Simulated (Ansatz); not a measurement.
**How fast does C move in C?**

Theory: Ansatz 0.2.0, DFT PBE+D3(BJ), scalar-relativistic, plane waves, PAW. Settings: 420 eV cutoff, 2×2×2 k-mesh, shifted by half a step, Gaussian smearing of 0.02 eV, no spin polarisation.

Host crystal, relaxed:

```yaml
crystal:
  lattice:
    - [2.13468, -1.23246, -0.01079]
    - [2.13468, 1.23246, -0.01079]
    - [-1.40161, 0.00000, 3.38107]
  atoms:
    - { symbol: C, position: [0.83337, 0.83337, 0.00011] }
    - { symbol: C, position: [0.16663, 0.16663, 0.99989] }
```

In a supercell of 32 host sites, interstitial C hops to an equivalent place, moving 1.36 Å. Climbing-image nudged elastic band at fixed cell; the order of the saddle wasn't checked, and the small cell leaves errors of about a tenth of an eV.

```csv
image,path (Å),E − E(0) (eV)
0,0.00,0.000
1,0.31,0.153
2,0.62,0.598
3,0.93,1.146
4,1.24,0.598
5,1.55,0.153
6,1.87,0.000
```

**Question.** What are the barriers forward and back, and what attempt frequency does the shape suggest?

**Answer.** Forward 1.15 eV, back 1.15 eV, the ends being level. For a sinusoidal profile E_b sin²(πx/l), with the C atom alone moving, ν = (1/l)√(E_b/2m) = 1.6×10¹³ s⁻¹, within an order of magnitude of the customary 10¹³ s⁻¹; a true prefactor needs the vibrations at the minimum and at the saddle.

**Question.** With ν = 10¹³ s⁻¹, give the forward jump rate along this one path, the wait 1/k for that jump, the diffusivity D ≈ l²k and the distance √(Dt) covered in an hour at 300, 600 and 1000 K, taking the host as solid throughout.

**Answer.** k = ν exp(−E_b/k_BT):
```json
{"T (K)": "300", "k (1/s)": "5.5×10⁻⁷", "wait (s)": "1.8×10⁶", "D (cm²/s)": "1.0×10⁻²²", "√(Dt) in 1 h (nm)": "6.1×10⁻³"}
{"T (K)": "600", "k (1/s)": "2356", "wait (s)": "4.2×10⁻⁴", "D (cm²/s)": "4.3×10⁻¹³", "√(Dt) in 1 h (nm)": "395"}
{"T (K)": "1000", "k (1/s)": "1.7×10⁷", "wait (s)": "6.0×10⁻⁸", "D (cm²/s)": "3.1×10⁻⁹", "√(Dt) in 1 h (nm)": "3.3×10⁴"}
```

D = l²k holds for six equivalent jumps in three dimensions (z l²k/6) and is a scale otherwise. Long-range transport needs a connected net of such jumps, and traps slow it. D is that of an interstitial already there; self-diffusion in the crystal is slower by the defects' share of the sites. An error of 0.1 eV in the barrier changes k by a factor of 48 at 300 K and 3.2 at 1000 K.